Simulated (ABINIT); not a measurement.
# PbSe (Clausthalite) (Fm-3m) in ABINIT: further runs

The runs below take PbSe (Clausthalite) through equation of state, with PBE.

Everything below comes from runs of ABINIT 10.8.3 (patched build). Logs are shortened: lines on timing, memory, paths and dates and some standing lists are left out, and cuts for length are marked. The log counts tension as positive stress, the text compression.

### 1 The crystal as given

Symmetry: Fm-3m, No. 225, cubic system. Conventional cell: a = 6.121 Å, b = 6.121 Å, c = 6.121 Å, α = 90.00°, β = 90.00°, γ = 90.00°. Pb (site symmetry m-3m) is surrounded by 6 Se at 3.06 Å. Around Se (site symmetry m-3m) lie 6 Pb at 3.06 Å.

### 2 Equation of state, PBE

run.abi

```
# Datasets: one volume each
ndtset 7
getwfk -1
scalecart1 3*0.9795861087
scalecart2 3*0.9864848297
scalecart3 3*0.9932883884
scalecart4 3*1.0000000000
scalecart5 3*1.0066227096
scalecart6 3*1.0131594038
scalecart7 3*1.0196128224

# Pseudopotentials
pp_dirpath "./"
pseudos "82_Pb_14_3.0_3.1_pbe_n_v1.0.psp8, 34_Se_16_1.9_2.1_pbe_n_v1.0.psp8"

# Structure
acell 4.3284127397 4.3284127397 4.3284127397 Angstrom
rprim
     0.0000000000     0.7071067812     0.7071067812
     0.7071067812     0.0000000000     0.7071067812
     0.7071067812     0.7071067812     0.0000000000
ntypat 2
znucl 82 34
natom 2
typat 1 2
xred
     0.0000000000     0.0000000000     0.0000000000
     0.5000000000     0.5000000000     0.5000000000

# Plane-wave basis
ecut 34.0

# k points
kptopt 1
ngkpt 6 6 6
nshiftk 1
shiftk 0.0 0.0 0.0

# Exchange and correlation
ixc 11

# Bands and occupations
nband 19
occopt 3
tsmear 0.05 eV

# SCF cycle
nstep 100
tolvrs 1.0e-10

# Output
iomode 3
prtwf 1
prtden 0
prteig 0
prtebands 0
```

Potentials or basis: SPMS NC PBE v1.0.

On the command line:

```sh
> abinit run.abi > log 2>&1
```

run.abo:

```text
.Version 10.8.3 of ABINIT
 DATASET    1 : space group Fm -3 m (#225); Bravais cF (face-center cubic)
================================================================================
 Values of the parameters that define the memory need for DATASET  1.
     intxc =       0    ionmov =       0      iscf =       7    lmnmax =       6
     lnmax =       6     mgfft =      45  mpssoang =       3    mqgrid =    3001
     natom =       2  nloc_mem =       1    nspden =       1   nspinor =       1
    nsppol =       1      nsym =      48    n1xccc =    2501    ntypat =       2
    occopt =       3   xclevel =       2
       mpw =        3468          nfft =       91125          nkpt =          16
================================================================================
================================================================================
[... 61 lines left out ...]
 DATASET    7 : space group Fm -3 m (#225); Bravais cF (face-center cubic)
================================================================================
 Values of the parameters that define the memory need for DATASET  7.
     intxc =       0    ionmov =       0      iscf =       7    lmnmax =       6
     lnmax =       6     mgfft =      45  mpssoang =       3    mqgrid =    3001
     natom =       2  nloc_mem =       1    nspden =       1   nspinor =       1
    nsppol =       1      nsym =      48    n1xccc =    2501    ntypat =       2
    occopt =       3   xclevel =       2
       mpw =        3924          nfft =       91125          nkpt =          16
================================================================================
================================================================================

--------------------------------------------------------------------------------
------------- Echo of variables that govern the present computation ------------
--------------------------------------------------------------------------------
 -outvars: echo values of preprocessed input variables --------
            acell      8.1795146379E+00  8.1795146379E+00  8.1795146379E+00 Bohr
              amu      2.07200000E+02  7.89600000E+01
             ecut      3.40000000E+01 Hartree
           getwfk          -1
              ixc          11
           jdtset        1    2    3    4    5    6    7
         kptrlatt        6    0    0      0    6    0      0    0    6
          kptrlen1     4.80752335E+01
          kptrlen2     4.84138026E+01
          kptrlen3     4.87477015E+01
          kptrlen4     4.90770878E+01
          kptrlen5     4.94021111E+01
          kptrlen6     4.97229130E+01
          kptrlen7     5.00396280E+01
            natom           2
            nband          19
           ndtset           7
            ngfft          45      45      45
             nkpt          16
            nstep         100
             nsym          48
           ntypat           2
           occopt           3
           prtden           0
        prtebands           0
           prteig           0
            rprim1     0.0000000000E+00  6.9267198023E-01  6.9267198023E-01
                       6.9267198023E-01  0.0000000000E+00  6.9267198023E-01
                       6.9267198023E-01  6.9267198023E-01  0.0000000000E+00
            rprim2     0.0000000000E+00  6.9755011263E-01  6.9755011263E-01
                       6.9755011263E-01  0.0000000000E+00  6.9755011263E-01
                       6.9755011263E-01  6.9755011263E-01  0.0000000000E+00
            rprim3     0.0000000000E+00  7.0236095512E-01  7.0236095512E-01
                       7.0236095512E-01  0.0000000000E+00  7.0236095512E-01
                       7.0236095512E-01  7.0236095512E-01  0.0000000000E+00
            rprim4     0.0000000000E+00  7.0710678120E-01  7.0710678120E-01
                       7.0710678120E-01  0.0000000000E+00  7.0710678120E-01
                       7.0710678120E-01  7.0710678120E-01  0.0000000000E+00
            rprim5     0.0000000000E+00  7.1178974407E-01  7.1178974407E-01
                       7.1178974407E-01  0.0000000000E+00  7.1178974407E-01
                       7.1178974407E-01  7.1178974407E-01  0.0000000000E+00
            rprim6     0.0000000000E+00  7.1641188486E-01  7.1641188486E-01
                       7.1641188486E-01  0.0000000000E+00  7.1641188486E-01
                       7.1641188486E-01  7.1641188486E-01  0.0000000000E+00
            rprim7     0.0000000000E+00  7.2097514092E-01  7.2097514092E-01
                       7.2097514092E-01  0.0000000000E+00  7.2097514092E-01
                       7.2097514092E-01  7.2097514092E-01  0.0000000000E+00
          spgroup         225
           tolvrs      1.00000000E-10
           tsmear      1.83746611E-03 Hartree
            typat      1  2
           xangst1     0.0000000000E+00  0.0000000000E+00  0.0000000000E+00
                       2.9981702237E+00  2.9981702237E+00  2.9981702237E+00
           xangst2     0.0000000000E+00  0.0000000000E+00  0.0000000000E+00
                       3.0192847941E+00  3.0192847941E+00  3.0192847941E+00
           xangst3     0.0000000000E+00  0.0000000000E+00  0.0000000000E+00
                       3.0401081060E+00  3.0401081060E+00  3.0401081060E+00
           xangst4     0.0000000000E+00  0.0000000000E+00  0.0000000000E+00
                       3.0606500001E+00  3.0606500001E+00  3.0606500001E+00
           xangst5     0.0000000000E+00  0.0000000000E+00  0.0000000000E+00
                       3.0809197962E+00  3.0809197962E+00  3.0809197962E+00
           xangst6     0.0000000000E+00  0.0000000000E+00  0.0000000000E+00
                       3.1009263293E+00  3.1009263293E+00  3.1009263293E+00
           xangst7     0.0000000000E+00  0.0000000000E+00  0.0000000000E+00
                       3.1206779850E+00  3.1206779850E+00  3.1206779850E+00
            xcart1     0.0000000000E+00  0.0000000000E+00  0.0000000000E+00
                       5.6657206016E+00  5.6657206016E+00  5.6657206016E+00
            xcart2     0.0000000000E+00  0.0000000000E+00  0.0000000000E+00
                       5.7056213570E+00  5.7056213570E+00  5.7056213570E+00
            xcart3     0.0000000000E+00  0.0000000000E+00  0.0000000000E+00
                       5.7449717135E+00  5.7449717135E+00  5.7449717135E+00
            xcart4     0.0000000000E+00  0.0000000000E+00  0.0000000000E+00
                       5.7837902674E+00  5.7837902674E+00  5.7837902674E+00
            xcart5     0.0000000000E+00  0.0000000000E+00  0.0000000000E+00
                       5.8220946307E+00  5.8220946307E+00  5.8220946307E+00
            xcart6     0.0000000000E+00  0.0000000000E+00  0.0000000000E+00
                       5.8599014990E+00  5.8599014990E+00  5.8599014990E+00
            xcart7     0.0000000000E+00  0.0000000000E+00  0.0000000000E+00
                       5.8972267187E+00  5.8972267187E+00  5.8972267187E+00
             xred      0.0000000000E+00  0.0000000000E+00  0.0000000000E+00
                       5.0000000000E-01  5.0000000000E-01  5.0000000000E-01
            znucl       82.00000   34.00000

================================================================================

 chkinp: Checking input parameters for consistency, jdtset=   1.

 chkinp: Checking input parameters for consistency, jdtset=   2.
[... 33 lines left out ...]
 getcut: wavevector=  0.0000  0.0000  0.0000  ngfft=  45  45  45
         ecut(hartree)=     34.000   => boxcut(ratio)=   2.09208

--- Pseudopotential description ------------------------------------------------
- pspini: atom type   1  psp file is ./82_Pb_14_3.0_3.1_pbe_n_v1.0.psp8
    8   11    2    4       600   0.00000      pspcod,pspxc,lmax,lloc,mmax,r2well
    5.99000000000000    6.00000000000000    0.00000000000000   rchrg,fchrg,qchrg
     nproj     2     2     2
     extension_switch     1

- pspini: atom type   2  psp file is ./34_Se_16_1.9_2.1_pbe_n_v1.0.psp8
    8   11    2    4       600   0.00000      pspcod,pspxc,lmax,lloc,mmax,r2well
    5.99000000000000    5.00000000000000    0.00000000000000   rchrg,fchrg,qchrg
     nproj     2     2     2
     extension_switch     1

   2.61423003E+03                                ecore*ucvol(ha*bohr**3)
--------------------------------------------------------------------------------

================================================================================

--- !BeginCycle
iteration_state: {dtset: 1, }
solver: {iscf: 7, nstep: 100, nline: 4, wfoptalg: 0, }
tolerances: {tolvrs: 1.00E-10, }
...
[... 1043 lines left out ...]
-Cartesian components of stress tensor (GPa)         [Pressure= -6.3968E-01 GPa]
- sigma(1 1)=  6.39677709E-01  sigma(3 2)=  0.00000000E+00
- sigma(2 2)=  6.39677709E-01  sigma(3 1)=  0.00000000E+00
- sigma(3 3)=  6.39677709E-01  sigma(2 1)=  0.00000000E+00

== END DATASET(S) ==============================================================
================================================================================

 -outvars: echo values of variables after computation  --------
            acell      8.1795146379E+00  8.1795146379E+00  8.1795146379E+00 Bohr
           etotal1    -1.7771920608E+02
           etotal2    -1.7772064359E+02
           etotal3    -1.7772172476E+02
           etotal4    -1.7772247933E+02
           etotal5    -1.7772293738E+02
           etotal6    -1.7772312688E+02
           etotal7    -1.7772307378E+02
            fcart1    -0.0000000000E+00 -0.0000000000E+00 -0.0000000000E+00
                      -0.0000000000E+00 -0.0000000000E+00 -0.0000000000E+00
            fcart2    -1.3826029732E-31  4.6086765774E-32  4.6086765774E-32
                       1.3826029732E-31 -4.6086765774E-32 -4.6086765774E-32
            fcart3    -0.0000000000E+00 -0.0000000000E+00 -0.0000000000E+00
                      -0.0000000000E+00 -0.0000000000E+00 -0.0000000000E+00
            fcart4    -0.0000000000E+00 -0.0000000000E+00 -0.0000000000E+00
                      -0.0000000000E+00 -0.0000000000E+00 -0.0000000000E+00
            fcart5    -0.0000000000E+00 -0.0000000000E+00 -0.0000000000E+00
                      -0.0000000000E+00 -0.0000000000E+00 -0.0000000000E+00
[... 38 lines left out ...]
                       0.0000000000E+00  0.0000000000E+00  0.0000000000E+00
           xangst1     0.0000000000E+00  0.0000000000E+00  0.0000000000E+00
                       2.9981702237E+00  2.9981702237E+00  2.9981702237E+00
           xangst2     0.0000000000E+00  0.0000000000E+00  0.0000000000E+00
                       3.0192847941E+00  3.0192847941E+00  3.0192847941E+00
           xangst3     0.0000000000E+00  0.0000000000E+00  0.0000000000E+00
                       3.0401081060E+00  3.0401081060E+00  3.0401081060E+00
           xangst4     0.0000000000E+00  0.0000000000E+00  0.0000000000E+00
                       3.0606500001E+00  3.0606500001E+00  3.0606500001E+00
           xangst5     0.0000000000E+00  0.0000000000E+00  0.0000000000E+00
                       3.0809197962E+00  3.0809197962E+00  3.0809197962E+00
           xangst6     0.0000000000E+00  0.0000000000E+00  0.0000000000E+00
                       3.1009263293E+00  3.1009263293E+00  3.1009263293E+00
           xangst7     0.0000000000E+00  0.0000000000E+00  0.0000000000E+00
                       3.1206779850E+00  3.1206779850E+00  3.1206779850E+00
             xred      0.0000000000E+00  0.0000000000E+00  0.0000000000E+00
                       5.0000000000E-01  5.0000000000E-01  5.0000000000E-01
 Calculation completed.
```

Wall time 3.8 min (1 thread of Arm Neoverse V1, shared host); peak memory 0.12 GiB.

What came out:

| Item | Value |
| --- | --- |
| Equilibrium volume | 29.97 Å³/atom |
| Bulk modulus | 47 GPa |
| Pressure derivative of the bulk modulus | 4.0 |

Energy against volume, from the lowest point:
```
volume (Å³/atom)  energy (meV/atom)
          26.951              53.35
          27.524              33.79
          28.097              19.08
          28.671               8.81
          29.244               2.58
          29.818               0.00
          30.391               0.72
```

Caveat: pressures at fixed basis lie under the slope of the energies.

### 3 Equation of state, PBE

Edit run.abi of step 2 so:

```diff
@@ -13,3 +13,3 @@
 pp_dirpath "./"
-pseudos "82_Pb_14_3.0_3.1_pbe_n_v1.0.psp8, 34_Se_16_1.9_2.1_pbe_n_v1.0.psp8"
+pseudos "Pb.GGA_PBE-JTH.xml, Se.GGA_PBE-JTH.xml"
 
@@ -30,3 +30,5 @@
 # Plane-wave basis
-ecut 34.0
+ecut 22.0
+pawecutdg 44.0
+pawxcdev 0
 
@@ -42,3 +44,3 @@
 # Bands and occupations
-nband 19
+nband 14
 occopt 3
@@ -48,3 +50,3 @@
 nstep 100
-tolvrs 1.0e-10
+tolvrs 1.0e-9
```

Potentials or basis: JTH PAW PBE v2.0.

On the command line:

```sh
> abinit run.abi > log 2>&1
```

It took 1.8 min on 1 thread of Arm Neoverse V1, shared host; peak memory 0.15 GiB.

It converged, with:

```yaml
Equilibrium_volume: 30.04 Å³/atom
Bulk_modulus: 47 GPa
Pressure_derivative_of_the_bulk_modulus: 4.0
```

Energy against volume, from the lowest point:
| volume (Å³/atom) | energy (meV/atom) |
| --- | --- |
| 26.951 | 55.30 |
| 27.524 | 35.33 |
| 28.097 | 20.23 |
| 28.671 | 9.57 |
| 29.244 | 2.96 |
| 29.818 | 0.00 |
| 30.391 | 0.36 |

Caveat: pressures at fixed basis lie under the slope of the energies. Spin-orbit coupling is left out, which matters for the levels of Pb.

### 4 Equation of state, PBE

Edit run.abi of step 3 so:

```diff
@@ -13,3 +13,3 @@
 pp_dirpath "./"
-pseudos "Pb.GGA_PBE-JTH.xml, Se.GGA_PBE-JTH.xml"
+pseudos "Pb.GGA_PBE-JTH_sp.xml, Se.GGA_PBE-JTH.xml"
 
@@ -30,4 +30,4 @@
 # Plane-wave basis
-ecut 22.0
-pawecutdg 44.0
+ecut 15.0
+pawecutdg 30.0
 pawxcdev 0
@@ -44,3 +44,3 @@
 # Bands and occupations
-nband 14
+nband 9
 occopt 3
```

Potentials or basis: JTH PAW PBE v2.0 sp.

On the command line:

```sh
> abinit run.abi > log 2>&1
```

Wall time 38 s (1 thread of Arm Neoverse V1, shared host); peak memory 0.13 GiB.

It converged, with:

* Equilibrium volume: 30.01 Å³/atom
* Bulk modulus: 49 GPa
* Pressure derivative of the bulk modulus: 3.9

Energy against volume, from the lowest point:
```csv
volume (Å³/atom),energy (meV/atom)
26.951,56.43
27.524,35.94
28.097,20.51
28.671,9.59
29.244,2.88
29.818,0.00
30.391,0.48
```

Caveat: pressures at fixed basis lie under the slope of the energies; this set keeps more shells in the core, which shifts pressures and gaps. Spin-orbit coupling is left out, which matters for the levels of Pb.

### 5 The runs side by side

| potentials or basis | cutoff (eV) | fine-grid cutoff | V0 of scaled cells (Å³/atom) | B0 (GPa) |
| --- | --- | --- | --- | --- |
| SPMS NC PBE v1.0 | 925 | - | 29.97 | 47 |
| JTH PAW PBE v2.0 | 599 | 1197.3 eV | 30.04 | 47 |
| JTH PAW PBE v2.0 sp | 408 | 816.342 eV | 30.01 | 49 |

Alike in all rows: task equation of state; level PBE; no spin polarisation; cell as given; k mesh 6 × 6 × 6; smearing fermi-dirac 0.05 eV.

Caveats: pressures at fixed basis lie under the slope of the energies; this set keeps more shells in the core, which shifts pressures and gaps (some runs).

Total energies depend on the potentials used, so only differences within one code and one set of settings carry meaning.

### 6 Against experiment

Step 2. The cell as given is a measured one (28.67 Å³/atom); PBE puts the equilibrium volume +4.5 % from it, thermal expansion not counted.

Step 3. The cell as given is a measured one (28.67 Å³/atom); PBE puts the equilibrium volume +4.8 % from it, thermal expansion not counted.

Step 4. The cell as given is a measured one (28.67 Å³/atom); PBE puts the equilibrium volume +4.7 % from it, thermal expansion not counted.
